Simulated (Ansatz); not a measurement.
Structure types of Zn were relaxed at one common pressure (all-electron LAPW in Ansatz 0.2.0 under PBE, scalar-relativistic, no spin polarisation, zero temperature). They take these volumes:

```csv
type,space group,V (Å³/atom)
fcc,Fm-3m,14.03
bcc,Im-3m,14.15
hcp,P6_3/mmc,13.96
sc,Pm-3m,16.36
omega,P6/mmm,14.31
beta tin,I4_1/amd,15.66
```

Task: At about which pressure, and is the densest type also the lowest in enthalpy?

Result: 6.7 GPa. The densest is hcp, and it is also the lowest in enthalpy among these.
